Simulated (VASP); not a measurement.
# NbSi2 (P6_222) in VASP: notebook, part 2 of 3

VASP 6.6.1.

**3. Relaxation of cell and atoms, PBE**

This run uses another cell than the first one, of 14.78 Å³/atom, 1.003 times its volume.

Input file INCAR:

```
SYSTEM = NbSi2
PREC = Accurate
ENCUT = 300
EDIFF = 1E-7
ISMEAR = 1
SIGMA = 0.1
LREAL = .FALSE.
LASPH = .TRUE.
NELM = 80
ALGO = Normal
ISIF = 3
LWAVE = .FALSE.
LCHARG = .FALSE.
GGA = PE
IBRION = 2
NSW = 90
EDIFFG = -0.005
KPAR = 4
```

Input file KPOINTS:

```
Automatic mesh
0
G
  5 5 3
  0 0 0
```

Input file POSCAR:

```
NbSi2                                   
1.0
    4.8253906604      0.0000000000     -0.0000000000
   -2.4126953302      4.1789108951     -0.0000000000
    0.0000000000     -0.0000000000      6.5946989000
  Nb              Si            
     3     6
Direct
     0.5000000000000000    0.0000000000000000    0.5000000000000000
     0.5000000000000000    0.5000000000000000    0.8333333332999970
     0.0000000000000000    0.5000000000000000    0.1666666667000030
     0.1584403604869894    0.3168807209739788    0.5000000000000000
     0.8415596395130106    0.1584403604869894    0.8333333332999970
     0.6831192790260212    0.8415596395130106    0.1666666667000030
     0.8415596395130106    0.6831192790260212    0.5000000000000000
     0.1584403604869894    0.8415596395130106    0.8333333332999970
     0.3168807209739788    0.1584403604869894    0.1666666667000030
```

Potentials or basis: VASP PAW PBE potentials, release 64 (Nb_pv, Si).

Run with:

```sh
$ cat potpaw_PBE.64/Nb_pv/POTCAR potpaw_PBE.64/Si/POTCAR > POTCAR
$ mpirun -np 4 vasp_std > vasp.out
```

OUTCAR:

```text
SYSTEM = NbSi2
   PREC = Accurate
   ENCUT = 300
   EDIFF = 1E-7
   ISMEAR = 1
   LREAL = .FALSE.
   LASPH = .TRUE.
   NELM = 80
   ISIF = 3
   GGA = PE
   IBRION = 2
   NSW = 90
   EDIFFG = -0.005

 ion  position               nearest neighbor table
   1  0.500  0.000  0.500-   5 2.62   8 2.62   6 2.62   9 2.62   4 2.75   7 2.75   4 2.75   7 2.75
                             4 2.85   7 2.85   2 3.26   2 3.26   3 3.26   3 3.26
   2  0.500  0.500  0.833-   4 2.62   7 2.62   6 2.62   9 2.62   8 2.75   5 2.75   8 2.75   5 2.75
                             8 2.85   5 2.85   1 3.26   1 3.26   3 3.26   3 3.26
   3  0.000  0.500  0.167-   4 2.62   7 2.62   5 2.62   8 2.62   6 2.75   9 2.75   9 2.75   6 2.75
                             6 2.85   9 2.85   1 3.26   1 3.26   2 3.26   2 3.26
   4  0.158  0.317  0.500-   9 2.57   5 2.57   2 2.62   3 2.62   7 2.65   1 2.75   1 2.75   1 2.85
                             7 2.86   7 2.86
   5  0.842  0.158  0.833-   4 2.57   6 2.57   1 2.62   3 2.62   8 2.65   2 2.75   2 2.75   2 2.85
                             8 2.86   8 2.86
   6  0.683  0.842  0.167-   7 2.57   5 2.57   1 2.62   2 2.62   9 2.65   3 2.75   3 2.75   3 2.85
                             9 2.86   9 2.86
   7  0.842  0.683  0.500-   6 2.57   8 2.57   2 2.62   3 2.62   4 2.65   1 2.75   1 2.75   1 2.85
                             4 2.86   4 2.86
   8  0.158  0.842  0.833-   7 2.57   9 2.57   1 2.62   3 2.62   5 2.65   2 2.75   2 2.75   2 2.85
                             5 2.86   5 2.86
   9  0.317  0.158  0.167-   4 2.57   8 2.57   1 2.62   2 2.62   6 2.65   3 2.75   3 2.75   3 2.85
                             6 2.86   6 2.86

  LATTYP: Found a hexagonal cell.
 ALAT       =     4.8253906604
 C/A-ratio  =     1.3666663207

  Lattice vectors:

 A1 = (   4.8253906604,   0.0000000000,   0.0000000000)
 A2 = (  -2.4126953302,   4.1789108951,   0.0000000000)
 A3 = (   0.0000000000,   0.0000000000,   6.5946989000)

Analysis of symmetry for initial positions (statically):
[... 210 lines left out ...]
    total drift:                                0.000000     -0.000000     -0.000000

  FREE ENERGIE OF THE ION-ELECTRON SYSTEM (eV)
  ---------------------------------------------------
  free  energy   TOTEN  =       -67.6896672258 eV

  energy  without entropy=      -67.6955548995  energy(sigma->0) =      -67.69162978

--------------------------------------- Ionic step        2  -------------------------------------------

 number of electron      57.0000023 magnetization

 Free energy of the ion-electron system (eV)
  ---------------------------------------------------
  ext. energy  EPLUGINS =         0.00000000
  ---------------------------------------------------
  free energy    TOTEN  =       -67.68967779 eV

  energy without entropy =      -67.69574581  energy(sigma->0) =      -67.69170046

 E-fermi :   8.7168     XC(G=0): -11.9105

 val. band max:        8.6608000672   @ k =   0.4000   0.2000   0.3333
 cond. band min:       8.8151291770   @ k =   0.2000   0.0000   0.3333
 fundamental gap:      0.1543291098
 Fermi energy:         8.7167853636

 k-point     1 :       0.0000    0.0000    0.0000
  band No.  band energies     occupation
      1     -22.1950      2.00000
      2     -22.1950      2.00000
      3     -22.1858      2.00000
      4     -22.1122      2.00000
      5     -22.1122      2.00000
      6     -22.0111      2.00000
[... 359 lines left out ...]
     33      11.2110      0.00000
     34      11.2640      0.00000

------------------------ aborting loop because EDIFF is reached ----------------------------------------

  FORCE on cell =-STRESS in cart. coord.  units (eV):
  Direction    XX          YY          ZZ          XY          YZ          ZX
  --------------------------------------------------------------------------------------
  -------------------------------------------------------------------------------------
  Total       -0.0378401     -0.0378401     -0.0000923     -0.0000000      0.0000000     -0.0000000
  in kB       -0.4556941     -0.4556941     -0.0011120     -0.0000000      0.0000000     -0.0000000
  external PRESSURE =      -0.3041667 kB  Pullay stress =       0.0000000 kB

 VOLUME and BASIS-vectors are now :
 -----------------------------------------------------------------------------
  energy-cutoff  :      300.00
  volume of cell :      133.04
      direct lattice vectors                 reciprocal lattice vectors
     4.826945350  0.000000000  0.000000000     0.207170359  0.119609862  0.000000000
    -2.413472675  4.180257296  0.000000000    -0.000000000  0.239219725  0.000000000
     0.000000000  0.000000000  6.593465355     0.000000000  0.000000000  0.151665315

 POSITION                                       TOTAL-FORCE (eV/Angst)
 -----------------------------------------------------------------------------------
      0.00000      4.18026      3.29673         0.000000      0.000000     -0.000000
      1.20674      2.09013      5.49455         0.000000      0.000000      0.000000
      3.62021      2.09013      1.09891         0.000000      0.000000      0.000000
      0.00000      1.32484      3.29673         0.000000     -0.000058     -0.000000
      3.67960      0.66242      5.49455         0.000050     -0.000029     -0.000000
      1.26613      3.51784      1.09891         0.000050      0.000029      0.000000
      2.41347      2.85542      3.29673        -0.000000      0.000058     -0.000000
     -1.26613      3.51784      5.49455        -0.000050      0.000029     -0.000000
      1.14734      0.66242      1.09891        -0.000050     -0.000029     -0.000000
 -----------------------------------------------------------------------------------
    total drift:                                0.000000     -0.000000     -0.000000

  FREE ENERGIE OF THE ION-ELECTRON SYSTEM (eV)
  ---------------------------------------------------
  free  energy   TOTEN  =       -67.6896777896 eV

  energy  without entropy=      -67.6957458100  energy(sigma->0) =      -67.69170046

 reached required accuracy - stopping structural energy minimisation
```

Wall time 22 s (4 MPI ranks of AMD EPYC 7R43 (Zen 3), shared host); peak memory 0.15 GiB.

Results:

```yaml
Free_energy: -67.6897 eV
Relaxed_volume: 14.78 Å³/atom
Relaxed_cell: a = 4.827 Å, b = 4.827 Å, c = 6.593 Å, α = 90.00°, β = 90.00°, γ = 120.00°
Space_group_after_relaxing_to_0.05_Å: P6_222 (No. 180)
Energy_gained_by_relaxing: 0.0 meV/atom
Ionic_steps: 2
Pressure_after_relaxing: 0.0 GPa
Band_gap_on_the_k_mesh: none (metal or under the smearing width)
```

Final structure:
```
CELL_PARAMETERS angstrom
4.82695 0.00000 0.00000
-2.41347 4.18026 0.00000
0.00000 0.00000 6.59347
ATOMIC_POSITIONS crystal
Nb 0.50000 0.00000 0.50000
Nb 0.50000 0.50000 0.83333
Nb 0.00000 0.50000 0.16667
Si 0.15846 0.31693 0.50000
Si 0.84154 0.15846 0.83333
Si 0.68307 0.84154 0.16667
Si 0.84154 0.68307 0.50000
Si 0.15846 0.84154 0.83333
Si 0.31693 0.15846 0.16667
```

Caveat: the cutoff is under 1.25 times the usual one of these potentials, so pressure, stress and relaxed cells hold a basis-set (Pulay) error.

**4. Relaxation of cell and atoms, PBE+D3(BJ)**

Input file INCAR:

```
ALGO     = Normal         # electronic algorithm
EDIFF    = 1E-6           # SCF threshold, eV
EDIFFG   = -0.01          # ionic threshold
ENCUT    = 600            # plane-wave cutoff, eV
GGA      = PE             # functional
IBRION   = 2              # ionic algorithm
ISIF     = 3              # what is computed and relaxed
ISMEAR   = 1              # smearing method
IVDW     = 12             # dispersion correction
KPAR     = 4            
LASPH    = True           # aspherical terms in the spheres
LCHARG   = False          # write CHGCAR
LREAL    = False          # projectors in reciprocal space
LWAVE    = False          # write WAVECAR
NELM     = 80             # most SCF steps
NSW      = 90             # ionic steps
PREC     = Accurate       # precision mode
SIGMA    = 0.1            # smearing width, eV
```

Input file KPOINTS:

```
k-points
0
Gamma
  9 9 6
```

Input file POSCAR:

```
NbSi2
1.0
    4.8190000000      0.0000000000      0.0000000000
   -2.4095000000      4.1733764208      0.0000000000
    0.0000000000      0.0000000000      6.5920000000
Nb Si
3 6
Direct
    0.5000000000      0.0000000000      0.5000000000
    0.5000000000      0.5000000000      0.8333333333
    0.0000000000      0.5000000000      0.1666666667
    0.1599000000      0.3198000000      0.5000000000
    0.8401000000      0.1599000000      0.8333333333
    0.6802000000      0.8401000000      0.1666666667
    0.8401000000      0.6802000000      0.5000000000
    0.1599000000      0.8401000000      0.8333333333
    0.3198000000      0.1599000000      0.1666666667
```

Potentials or basis: VASP PAW PBE potentials, release 64 (Nb_sv, Si).

Run with:

```sh
$ cat potpaw_PBE.64/Nb_sv/POTCAR potpaw_PBE.64/Si/POTCAR > POTCAR
$ mpirun -np 4 vasp_std > vasp.out
```

OUTCAR:

```text
EDIFF = 1E-6
   EDIFFG = -0.01
   ENCUT = 600
   GGA = PE
   IBRION = 2
   ISIF = 3
   ISMEAR = 1
   IVDW = 12
   LASPH = True
   LREAL = False
   NELM = 80
   NSW = 90
   PREC = Accurate
 IVDW          = 12

 ion  position               nearest neighbor table
   1  0.500  0.000  0.500-   5 2.62   6 2.62   8 2.62   9 2.62   7 2.75   4 2.75   4 2.75   7 2.75
                             4 2.84   7 2.84
   2  0.500  0.500  0.833-   4 2.62   7 2.62   6 2.62   9 2.62   5 2.75   8 2.75   8 2.75   5 2.75
                             8 2.84   5 2.84
   3  0.000  0.500  0.167-   4 2.62   7 2.62   5 2.62   8 2.62   9 2.75   6 2.75   9 2.75   6 2.75
                             6 2.84   9 2.84
   4  0.160  0.320  0.500-   5 2.57   9 2.57   2 2.62   3 2.62   7 2.67   1 2.75   1 2.75   1 2.84
                             7 2.84   7 2.84
   5  0.840  0.160  0.833-   4 2.57   6 2.57   1 2.62   3 2.62   8 2.67   2 2.75   2 2.75   2 2.84
                             8 2.84   8 2.84
   6  0.680  0.840  0.167-   7 2.57   5 2.57   1 2.62   2 2.62   9 2.67   3 2.75   3 2.75   3 2.84
                             9 2.84   9 2.84
   7  0.840  0.680  0.500-   6 2.57   8 2.57   2 2.62   3 2.62   4 2.67   1 2.75   1 2.75   1 2.84
                             4 2.84   4 2.84
   8  0.160  0.840  0.833-   7 2.57   9 2.57   1 2.62   3 2.62   5 2.67   2 2.75   2 2.75   2 2.84
                             5 2.84   5 2.84
   9  0.320  0.160  0.167-   4 2.57   8 2.57   1 2.62   2 2.62   6 2.67   3 2.75   3 2.75   3 2.84
                             6 2.84   6 2.84

  LATTYP: Found a hexagonal cell.
 ALAT       =     4.8190000000
 C/A-ratio  =     1.3679186553

  Lattice vectors:

 A1 = (   4.8190000000,   0.0000000000,   0.0000000000)
 A2 = (  -2.4095000000,   4.1733764208,   0.0000000000)
 A3 = (   0.0000000000,   0.0000000000,   6.5920000000)

[... 198 lines left out ...]

 E8    (eV) :    -2.2481
[... 126 lines left out ...]
  FREE ENERGIE OF THE ION-ELECTRON SYSTEM (eV)
  ---------------------------------------------------
  free  energy   TOTEN  =       -73.3840930083 eV

  energy  without entropy=      -73.3820520989  energy(sigma->0) =      -73.38341271

[... ionic steps 4 to 7 ...]

--------------------------------------- Ionic step        8  -------------------------------------------

 number of electron      62.9999998 magnetization

------------------------ aborting loop because EDIFF is reached ----------------------------------------
[... 89 lines left out ...]
--------------------------------------- Ionic step       10  -------------------------------------------

 number of electron      62.9999998 magnetization

 Free energy of the ion-electron system (eV)
  ---------------------------------------------------
  ext. energy  EPLUGINS =         0.00000000
  ---------------------------------------------------
  free energy    TOTEN  =       -68.11288637 eV

  energy without entropy =      -68.11064428  energy(sigma->0) =      -68.11213901

 E-fermi :  11.8086     XC(G=0): -12.1249

 val. band max:       11.8037211863   @ k =   0.3333   0.1111   0.3333
 cond. band min:      11.8153584709   @ k =   0.3333   0.2222   0.0000
 fundamental gap:      0.0116372846
 Fermi energy:        11.8085578771

 k-point     1 :       0.0000    0.0000    0.0000
  band No.  band energies     occupation
      1     -42.7404      2.00000
      2     -42.6985      2.00000
      3     -42.6985      2.00000
      4     -19.0106      2.00000
      5     -19.0106      2.00000
      6     -19.0024      2.00000
[... 949 lines left out ...]
     36      14.1900      0.00000
     37      14.2889      0.00000

 [... further k-points ...]

------------------------ aborting loop because EDIFF is reached ----------------------------------------

 Edisp (eV)   -5.27461

 E8    (eV) :    -2.3360
[... 32 lines left out ...]
  FREE ENERGIE OF THE ION-ELECTRON SYSTEM (eV)
  ---------------------------------------------------
  free  energy   TOTEN  =       -73.3875003329 eV

  energy  without entropy=      -73.3852582427  energy(sigma->0) =      -73.38675297

 reached required accuracy - stopping structural energy minimisation
```

OSZICAR:

```text
N       E                     dE             d eps       ncg     rms          rms(c)
DAV:   1     0.627316149631E+03    0.62732E+03   -0.33899E+04  3552   0.182E+03
DAV:   2    -0.791040915648E+01   -0.63523E+03   -0.62012E+03  4330   0.621E+02
[... 84 lines left out ...]
DAV:   4    -0.681139891263E+02   -0.26543E-06   -0.62864E-06  4357   0.104E-02
   9 F= -.73387468E+02 E0= -.73386715E+02  d E =-.520522E-04
       N       E                     dE             d eps       ncg     rms          rms(c)
DAV:   1    -0.681129043302E+02    0.10845E-02   -0.19323E-03  4317   0.328E-01    0.348E-02
DAV:   2    -0.681128898065E+02    0.14524E-04   -0.16381E-04  5192   0.885E-02    0.149E-02
DAV:   3    -0.681128856161E+02    0.41905E-05   -0.17836E-05  5888   0.307E-02    0.703E-03
DAV:   4    -0.681128863698E+02   -0.75378E-06   -0.67335E-06  4488   0.110E-02
  10 F= -.73387500E+02 E0= -.73386753E+02  d E =-.318791E-04
```

Run time: 4.9 min. Hardware: 4 MPI ranks of AMD EPYC 9R45 (Zen 5), shared host; peak memory 0.45 GiB.

Results:

* Free energy: -73.3875 eV
* Relaxed volume: 14.20 Å³/atom
* Relaxed cell: a = 4.747 Å, b = 4.747 Å, c = 6.546 Å, α = 90.00°, β = 90.00°, γ = 120.00°
* Space group after relaxing (to 0.05 Å): P6_222 (No. 180)
* Energy gained by relaxing: 11.6 meV/atom
* Ionic steps: 10
* Pressure after relaxing: 0.0 GPa
* Band gap on the k mesh: none (metal or under the smearing width)
* Dispersion energy per atom: -0.586 eV

Forces in eV/Å, atoms in the order of the input:
```
Nb   0.000  0.000  0.000
Nb   0.000  0.000  0.000
Nb   0.000  0.000  0.000
Si   0.000 -0.003  0.000
Si   0.002 -0.001  0.000
Si   0.002  0.001  0.000
Si   0.000  0.003  0.000
Si  -0.002  0.001  0.000
Si  -0.002 -0.001  0.000
```

Step by step:
```tsv
step	energy change (eV)	largest force (eV/Å)	pressure (GPa)	volume (Å³)
1	0.0000	0.0910	-6.35	132.58
2	0.0851	0.0004	10.38	121.68
3	-0.1008	0.0604	0.06	127.80
4	-0.1008	0.0596	0.19	127.71
5	-0.1036	0.0009	0.07	127.68
6	-0.1041	0.0152	0.10	127.69
7	-0.1041	0.0165	0.10	127.69
8	-0.1042	0.0084	-0.09	127.82
9	-0.1042	0.0104	-0.06	127.79
10	-0.1042	0.0025	-0.02	127.76
```

Final structure:
```
CELL_PARAMETERS angstrom
4.74717 0.00000 0.00000
-2.37358 4.11117 0.00000
0.00000 0.00000 6.54649
ATOMIC_POSITIONS crystal
Nb 0.50000 0.00000 0.50000
Nb 0.50000 0.50000 0.83333
Nb 0.00000 0.50000 0.16667
Si 0.15931 0.31861 0.50000
Si 0.84069 0.15931 0.83333
Si 0.68139 0.84069 0.16667
Si 0.84069 0.68139 0.50000
Si 0.15931 0.84069 0.83333
Si 0.31862 0.15931 0.16667
```

Caveat: pairwise dispersion overbinds metals, which lowers pressure and volume.

**5. Relaxation of cell and atoms, PBE+D3(BJ)**

This run uses another cell than the first one, of 14.20 Å³/atom, 0.964 times its volume.

Changes to INCAR since step 4:

```diff
@@ -1,4 +1,4 @@
 ALGO     = Normal         # electronic algorithm
-EDIFF    = 1E-6           # SCF threshold, eV
-EDIFFG   = -0.01          # ionic threshold
+EDIFF    = 1E-7           # SCF threshold, eV
+EDIFFG   = -0.005         # ionic threshold
 ENCUT    = 600            # plane-wave cutoff, eV
```

KPOINTS is that of step 4.

Input file POSCAR:

```
NbSi2                                   
1.0
    4.7471657811     -0.0000000000     -0.0000000000
   -2.3735828906      4.1111661624      0.0000000000
   -0.0000000000     -0.0000000000      6.5464873760
  Nb              Si            
     3     6
Direct
     0.5000000000000000    0.0000000000000000    0.5000000000000000
     0.5000000000000000    0.5000000000000000    0.8333333332999970
     1.0000000000000000    0.5000000000000000    0.1666666667000030
     0.1593075020438552    0.3186150040877104    0.5000000000000000
     0.8406924979561445    0.1593075020438552    0.8333333332999970
     0.6813849959122894    0.8406924979561449    0.1666666667000030
     0.8406924979561449    0.6813849959122897    0.5000000000000000
     0.1593075020438554    0.8406924979561449    0.8333333332999970
     0.3186150040877105    0.1593075020438552    0.1666666667000030
```

Run with:

```sh
$ cat potpaw_PBE.64/Nb_sv/POTCAR potpaw_PBE.64/Si/POTCAR > POTCAR
$ mpirun -np 4 vasp_std > vasp.out
```

It took 56 s on 4 MPI ranks of AMD EPYC 9R45 (Zen 5), shared host; peak memory 0.4 GiB.

It converged, with:

- Free energy: -73.3862 eV
- Pressure after relaxing: 0.0 GPa
- Band gap on the k mesh: none (metal or under the smearing width)
- Dispersion energy per atom: -0.586 eV

Forces in eV/Å, atoms in the order of the input:
```
Nb   0.000  0.000  0.000
Nb   0.000  0.000  0.000
Nb   0.000  0.000  0.000
Si   0.000 -0.002  0.000
Si   0.002 -0.001  0.000
Si   0.002  0.001  0.000
Si   0.000  0.002  0.000
Si  -0.002  0.001  0.000
Si  -0.002 -0.001  0.000
```

Final structure:
```
Nb Si
1.0
     4.74717    0.00000    0.00000
    -2.37358    4.11117    0.00000
     0.00000    0.00000    6.54649
Nb Si
3 6
Direct
  0.50000 0.00000 0.50000
  0.50000 0.50000 0.83333
  0.00000 0.50000 0.16667
  0.15931 0.31861 0.50000
  0.84069 0.15931 0.83333
  0.68139 0.84069 0.16667
  0.84069 0.68139 0.50000
  0.15931 0.84069 0.83333
  0.31862 0.15931 0.16667
```

Levels at points of the mesh, in eV from the Fermi level:
| k point | band 30 | band 31 | band 32 | band 33 | band 34 | band 35 |
| --- | --- | --- | --- | --- | --- | --- |
| (0.00, 0.00, 0.00) | -1.98 | -1.98 | -1.02 | 0.78 | 3.31 | 3.46 |
| (0.00, 0.00, 0.50) | -1.37 | -1.37 | 0.96 | 0.96 | 2.89 | 2.89 |

Caveat: the relaxation stopped at its first step, so nothing moved; pairwise dispersion overbinds metals, which lowers pressure and volume.

(Part 2 of 3 ends here.)
